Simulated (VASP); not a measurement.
Write the native input for VASP 6.6.1 that does the following.

| Item | Value |
| --- | --- |
| Task | single point |
| Functional | PBEsol |
| Potentials or basis | VASP PAW PBE potentials, release 64 (Zr_sv, Se) |
| Cutoff | 520 eV |
| k mesh | 8 × 8 × 5 |
| Occupations | fermi-dirac, width 0.05 eV |
| Spin | no spin polarisation |
| Ladder | free |
| Further INCAR settings | ALGO = Normal; EDIFF = 1e-07; NBANDS = 19 |

The structure of ZrSe2 lies in POSCAR:

```
ZrSe2
1.0
    3.7980000000      0.0000000000      0.0000000000
   -1.8990000000      3.2891644836      0.0000000000
    0.0000000000      0.0000000000      6.1920000000
Zr Se
1 2
Direct
    0.0000000000      0.0000000000      0.0000000000
    0.6666666667      0.3333333333      0.7500000000
    0.3333333333      0.6666666667      0.2500000000
```

One way to write it, as run:

INCAR

```
SYSTEM = ZrSe2
PREC = Accurate
ENCUT = 520
EDIFF = 1E-7
ISMEAR = -1
SIGMA = 0.05
LREAL = .False.
LASPH = .True.
NELM = 80
ALGO = Normal
ISIF = 2
LWAVE = .False.
LCHARG = .True.
GGA = PS
LELF = .True.
LVHAR = .True.
NBANDS = 19
```

KPOINTS

```
Automatic mesh
0
Gamma
  8 8 5
  0 0 0
```

Potentials or basis: VASP PAW PBE potentials, release 64 (Zr_sv, Se).

The run is started by

```sh
$ cat potpaw_PBE.64/Zr_sv/POTCAR potpaw_PBE.64/Se/POTCAR > POTCAR
$ mpirun -np 1 vasp_std > vasp.out
```

Results of the run:

* Pressure: -1.1 GPa
* Largest force: 0.110 eV/Å
* Band gap on the k mesh: 0.36 eV, indirect (least direct gap 1.01 eV)

Caveat: the PAW data sets were made with another functional, which shifts forces and pressure a little; an odd mesh through Γ misses points on the zone boundary, where band edges often lie; this functional lacks dispersion, which binds the layers, so the pressure and a relaxed spacing across them are unreliable.

It took 66 s on 1 thread of AMD EPYC 7R43 64-Core Processor (Zen 3), with other jobs on the host, peak memory 0.17 GiB.
